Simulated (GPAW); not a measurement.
# HgTe (Coloradoite) (F-43m) in GPAW: further runs

Aim: see how the results for HgTe (Coloradoite) move with the level of theory and the settings. Levels: PBE, LDA. Tasks: single point.

Everything below comes from runs of GPAW 26.7.0. Logs are shortened: lines on timing, memory, paths and dates and some standing lists are left out, and cuts for length are marked. The log counts tension as positive stress, the text compression.

## 1. Starting point

Symmetry: F-43m, No. 216, cubic system. Conventional cell: a = 6.429 Å, b = 6.429 Å, c = 6.429 Å, α = 90.00°, β = 90.00°, γ = 90.00°. Around Hg (site symmetry -43m) lie 4 Te at 2.78 Å. Te (site symmetry -43m) has 4 Hg at 2.78 Å as nearest neighbours.

## 2. Single point, PBE (volume scaled by 1.08)

File run.py:

```python
from ase.dft.bandgap import bandgap
from ase.io import read, write
from ase.units import GPa
from gpaw import GPAW, PW

atoms = read('HgTe.xyz')

calc = GPAW(mode=PW(400),
            xc='PBE',
            kpts={'size': (6, 6, 6), 'gamma': True},
            occupations={'name': 'fermi-dirac', 'width': 0.01},
            setups={'Te': '16'},
            nbands=-9,
            convergence={'density': 1e-05, 'energy': 1e-05},
            maxiter=150,
            txt='gpaw.txt')
atoms.calc = calc
energy = atoms.get_potential_energy()
forces = atoms.get_forces()
stress = atoms.get_stress()
calc.write('gs.gpw')
write('result.traj', atoms)
print(f'Energy: {energy:.6f} eV')
print('Forces (eV/A):')
print(forces.round(4))
print('Stress (GPa):', (stress / GPa).round(3))
print('Fermi level:', round(calc.get_fermi_level(), 4), 'eV')
print(f'Gap: {bandgap(calc)[0]:.4f} eV, direct: {bandgap(calc, direct=True)[0]:.4f} eV')
```

File HgTe.xyz:

```xyz
2
Lattice="0.0000000000 3.2980306084 3.2980306084 3.2980306084 0.0000000000 3.2980306084 3.2980306084 3.2980306084 0.0000000000" Properties=species:S:1:pos:R:3 pbc="T T T"
Hg     0.0000000000      0.0000000000      0.0000000000
Te     4.9470459126      4.9470459126      4.9470459126
```

Potentials or basis: GPAW PAW data sets (gpaw-data 1.2.1), other valence, pw.

Started as:

```bash
$ OMP_NUM_THREADS=1 python run.py
```

gpaw.txt:

```text
__  _  _
 | _ |_)|_||  |
 |__||  | ||/\| - 26.7.0

Input parameters:
  mode=PW(ecut=400.0),
  convergence={'density': 1e-05, 'energy': 1e-05},
  kpts=MonkhorstPack(size=(6, 6, 6), gamma=True),
  maxiter=150,
  nbands=-9,
  occupations=Occupations(name='fermi-dirac', width=0.01),
  setups={'Te': '16'},
  xc=XC(name='PBE')

Diagonalizing LCAO Hamiltonian
Converting LCAO to pw mode

                      Te

       Hg

Atoms  # Å, Bohr magnetons
|   | symbol |        x |        y |        z |    initial magnetic moments |
|---|--------|----------|----------|----------|-----------------------------|
| 0 |     Hg | 0.000000 | 0.000000 | 0.000000 | ( 0.0000,  0.0000,  0.0000) |
| 1 |     Te | 4.947046 | 4.947046 | 4.947046 | ( 0.0000,  0.0000,  0.0000) |

Unit cell  # Å
| periodic |        x |        y |        z |  lengths |    angles |
|----------|----------|----------|----------|----------|-----------|
|      yes | 0.000000 | 3.298031 | 3.298031 | 4.664120 | 60.000000 |
|      yes | 3.298031 | 0.000000 | 3.298031 | 4.664120 | 60.000000 |
|      yes | 3.298031 | 3.298031 | 0.000000 | 4.664120 | 60.000000 |

Number of symmetries: 24
Symmetry operations  # r_c * U_cc + t_c -> r_c
|    | kind |            matrix            |
|----|------|------------------------------|
|  0 |  E   |  1, 0, 0,  0, 1, 0,  0, 0, 1 |
|  1 |  σ   |  1, 0, 0,  0, 0, 1,  0, 1, 0 |
|  2 |  σ   |  1, 0,-1,  0, 1,-1,  0, 0,-1 |
|  3 |  C3  |  1, 0,-1,  0, 0,-1,  0, 1,-1 |
|  4 |  C3  |  1,-1, 0,  0,-1, 1,  0,-1, 0 |
|  5 |  σ   |  1,-1, 0,  0,-1, 0,  0,-1, 1 |
|  6 |  σ   |  0, 1, 0,  1, 0, 0,  0, 0, 1 |
|  7 |  C3  |  0, 1, 0,  0, 0, 1,  1, 0, 0 |
|  8 |  C2  |  0, 1,-1,  1, 0,-1,  0, 0,-1 |
|  9 |  S4  |  0, 1,-1,  0, 0,-1,  1, 0,-1 |
| 10 |  C3  |  0, 0, 1,  1, 0, 0,  0, 1, 0 |
| 11 |  σ   |  0, 0, 1,  0, 1, 0,  1, 0, 0 |
| 12 |  S4  |  0, 0,-1,  1, 0,-1,  0, 1,-1 |
| 13 |  C3  |  0, 0,-1,  0, 1,-1,  1, 0,-1 |
| 14 |  S4  |  0,-1, 1,  1,-1, 0,  0,-1, 0 |
| 15 |  C2  |  0,-1, 1,  0,-1, 0,  1,-1, 0 |
| 16 |  C3  |  0,-1, 0,  1,-1, 0,  0,-1, 1 |
| 17 |  S4  |  0,-1, 0,  0,-1, 1,  1,-1, 0 |
| 18 |  S4  | -1, 1, 0, -1, 0, 1, -1, 0, 0 |
| 19 |  C3  | -1, 1, 0, -1, 0, 0, -1, 0, 1 |
| 20 |  C3  | -1, 0, 1, -1, 1, 0, -1, 0, 0 |
| 21 |  S4  | -1, 0, 1, -1, 0, 0, -1, 1, 0 |
| 22 |  σ   | -1, 0, 0, -1, 1, 0, -1, 0, 1 |
| 23 |  C2  | -1, 0, 0, -1, 0, 1, -1, 1, 0 |

BZ-sampling:
  Number of BZ points: 216
  Number of IBZ points: 16

  Monkhorst-Pack size: [6, 6, 6]
  Monkhorst-Pack shift: [0.08333333333333333, 0.08333333333333333, 0.08333333333333333]

K-points  # in reciprocal-cell coordinates
|     |                                coordinates |     weight |
|-----|--------------------------------------------|------------|
|   0 | (  0.00000000,   0.00000000,   0.00000000) | 0.00462963 |
|   1 | (  0.16666667,   0.16666667,   0.00000000) | 0.02777778 |
|   2 | (  0.16666667,   0.16666667,   0.16666667) | 0.03703704 |
|   3 | (  0.33333333,   0.16666667,   0.16666667) | 0.05555556 |
|   4 | (  0.33333333,   0.33333333,  -0.33333333) | 0.05555556 |
|   5 | (  0.33333333,   0.33333333,   0.00000000) | 0.02777778 |
|   6 | (  0.33333333,   0.33333333,   0.16666667) | 0.11111111 |
|   7 | (  0.33333333,   0.33333333,   0.33333333) | 0.03703704 |
|   8 | (  0.50000000,   0.33333333,  -0.33333333) | 0.11111111 |
|   9 | (  0.50000000,   0.33333333,  -0.16666667) | 0.05555556 |
| ... |                                            |            |
|  15 | (  0.50000000,   0.50000000,   0.50000000) | 0.01851852 |

Plane wave coefficients: 1315
Cutoff: 400.0 eV

Spin-components: 1 (collinear spins)
Bands:           26
Projectors:      12
Spin-degeneracy: 2
Datatype:        complex128

Density:
  Valence electrons: 34.0
  Components: 1
  Grid points: [24 24 24]
  Charge: 0.0  # |e|

Potential:
  Grid points: [24 24 24]

species:
  Hg:
    name:    Mercury
    Z:       80.0
    valence: 18
    core:    62
    charge:  0.0  # [|e|]
    compensation charges:
      type: gauss
      rc: 0.41  # [Å]
      lmax: 2
    cutoffs:
      filter: 2.17  # [Å]
      core: 2.06  # [Å]
    projectors
    | kind |    occ | energy [eV] | rcut [Å] |
    |------|--------|-------------|----------|
    |   6s |  2.000 |      -6.783 |    1.307 |
    |   5p |  6.000 |     -66.572 |    1.291 |
    |   6p |  0.000 |      -1.056 |    1.291 |
    |   5d | 10.000 |      -9.891 |    1.302 |
    |    s |        |      20.429 |    1.307 |
    |    d |        |      17.320 |    1.302 |

    Using partial waves for Hg as LCAO basis

  Te:
    name:    Tellurium
    Z:       52.0
    valence: 16
    core:    36
    charge:  0.0  # [|e|]
    compensation charges:
      type: gauss
      rc: 0.37  # [Å]
      lmax: 2
    cutoffs:
      filter: 2.06  # [Å]
      core: 2.12  # [Å]
    projectors
    | kind |    occ | energy [eV] | rcut [Å] |
    |------|--------|-------------|----------|
    |   5s |  2.000 |     -15.088 |    1.164 |
    |   5p |  4.000 |      -5.955 |    1.164 |
    |   4d | 10.000 |     -41.660 |    1.164 |
    |    s |        |      12.123 |    1.164 |
    |    p |        |      21.256 |    1.164 |
    |    d |        |     -14.449 |    1.164 |

    Using partial waves for Te as LCAO basis

Reference energy: -717946.462165  # eV

eigensolver:
  PPCG
  Converge bands: occupied
  niter=2

density mixing:
  MSR1-Mixer
  Pratt-step length: 0.05
  Maximum mixing coefficient: 0.75
  Old densities: 10
  SVD Regularization: 0.005
  Good broyden scale: 1.0
  Trust region scale: 1.0
  Backstep threshold: 4.0
  History deletion threshold: 6.0
  Fourier metric: weight=20.0, sigma=0.015

occupation numbers:
  Fermi-Dirac:
    width: 0.0100  # eV

poisson solver:
  ecut: 3200.0  # eV

xc functional:
  name: PBE with 2 nearest neighbor stencil

convergence criteria:
- Maximum integral of absolute [dens]ity change: 1e-05 electrons / valence electron
- Maximum [total energy] change in last 3 cyles: 1e-05 eV / valence electron
- Maximum integral of absolute [eigenst]ate change: 4e-08 eV^2 / valence electron
maximum number of iterations: 150

SCF iterations
|iter     | |      energy | eigst |  dens |
|---------|-|-------------|-------|-------|
|iter:   1| |   -4.431318 | -0.42 |       |
|iter:   2| |   -4.387670 | -2.61 | -1.59 |
|iter:   3| |   -4.288399 | -2.40 | -1.63 |
|iter:   4| |   -4.302472 | -3.00 | -2.04 |
|iter:   5| |   -4.307787 | -3.32 | -2.42 |
|iter:   6| |   -4.307978 | -4.81 | -3.43 |
|iter:   7| |   -4.308000c| -5.72 | -4.03 |
|iter:   8| |   -4.308001c| -6.74 | -4.40 |
|iter:   9| |   -4.308001c| -8.24c| -5.06c|

Converged in 9 steps
Energy contributions relative to reference atoms: (reference = -717946.462165)

Energy contributions:
  Kinetic:          23.861212
  Coulomb:         -19.543755
  Zero:             -2.024946
  External:          0.000000
  Xc:               -6.600423
  Entropy:          -0.000177
  Spinorbit:         0.000000
  ----------------------------
  Free energy:      -4.308089
  Extrapolated:     -4.308001

dipole moment: (-18.207344, -18.207344, -18.207344)  # |e|*Ang

Fermi level: 3.811
Eigenvalues  # (at kpt = [0.000, 0.000, 0.000])
| band index |      eig [eV] | occ [0-2] |
|------------|---------------|-----------|
|          0 |       -59.460 |     2.000 |
|        ... |               |           |
|         10 |        -3.331 |     2.000 |
|         11 |        -3.331 |     2.000 |
|         12 |        -2.895 |     2.000 |
|         13 |        -2.895 |     2.000 |
|         14 |         3.076 |     2.000 |
|         15 |         3.804 |     1.333 |
|         16 |         3.804 |     1.333 |
|         17 |         3.804 |     1.333 |
|         18 |         8.006 |     0.000 |
|         19 |         8.006 |     0.000 |
|         20 |         8.006 |     0.000 |
|         21 |        10.451 |     0.000 |
|         22 |        13.043 |     0.000 |
|         23 |        13.043 |     0.000 |
|         24 |        13.834 |     0.000 |
|         25 |        13.834 |     0.000 |

No gap
No difference between direct/indirect transitions

Forces  # eV/Ang
|       x |        y |        z |
|---------|----------|----------|
| 0.00000 | -0.00000 | -0.00000 |  # Hg   0
| 0.00000 |  0.00000 |  0.00000 |  # Te   1

Stress tensor  # eV/Ang^3
|        x |        y |        z |
|----------|----------|----------|
| 0.004894 | 0.000000 | 0.000000 |
| 0.000000 | 0.004894 | 0.000000 |
| 0.000000 | 0.000000 | 0.004894 |

# Writing to gs.gpw (mode='')
```

Run time: 12 s. Hardware: 1 thread of Arm Neoverse V2, shared host; peak memory 0.15 GiB.

These settings aren't checked as converged: the numbers below hold their error.

Results:

```
Free energy            : -4.3081 eV
Pressure               : -0.8 GPa
Band gap on the k mesh : none (metal or under the smearing width)
```

Caveat: the cutoff is short for stress and forces, so pressures can be off by a GPa or more.

## 3. Single point, PBE

Changes to run.py since step 2:

```diff
@@ -5,5 +5,5 @@
 
-atoms = read('HgTe.xyz')
+atoms = read('POSCAR')
 
-calc = GPAW(mode=PW(400),
+calc = GPAW(mode=PW(500),
             xc='PBE',
```

File POSCAR:

```
HgTe
1.0
    0.0000000000      3.2145000000      3.2145000000
    3.2145000000      0.0000000000      3.2145000000
    3.2145000000      3.2145000000      0.0000000000
Hg Te
1 1
Direct
    0.0000000000      0.0000000000      0.0000000000
    0.7500000000      0.7500000000      0.7500000000
```

Potentials or basis: GPAW PAW data sets (gpaw-data 1.2.1), other valence, pw.

Started as:

```bash
$ OMP_NUM_THREADS=1 python run.py
```

Wall time 7.1 s (1 thread of AMD EPYC 9R45 (Zen 5), shared host); peak memory 0.16 GiB.

Results (log left out):

```yaml
Free_energy: -4.3033 eV
Pressure: 4.3 GPa
Band_gap_on_the_k_mesh: none (metal or under the smearing width)
```

Levels at points of the mesh, in eV from the Fermi level:
```csv
k point,band 13,band 14,band 15,band 16,band 17,band 18,band 19,band 20,band 21,band 22
"(0.00, 0.00, 0.00)",-7.05,-7.05,-0.55,-0.01,-0.01,-0.01,4.04,4.04,4.04,6.64
"(0.50, 0.50, 0.00)",-6.98,-6.55,-5.48,-2.34,-2.34,1.88,2.37,8.26,8.91,8.91
"(0.50, 0.50, 0.50)",-7.02,-6.70,-5.55,-1.03,-1.03,0.75,4.87,4.87,6.87,8.00
```

Caveat: the cutoff is short for stress and forces, so pressures can be off by a GPa or more. Spin-orbit coupling is left out, which matters for the levels of Hg, Te.

(Continued in part 2 of 2.)
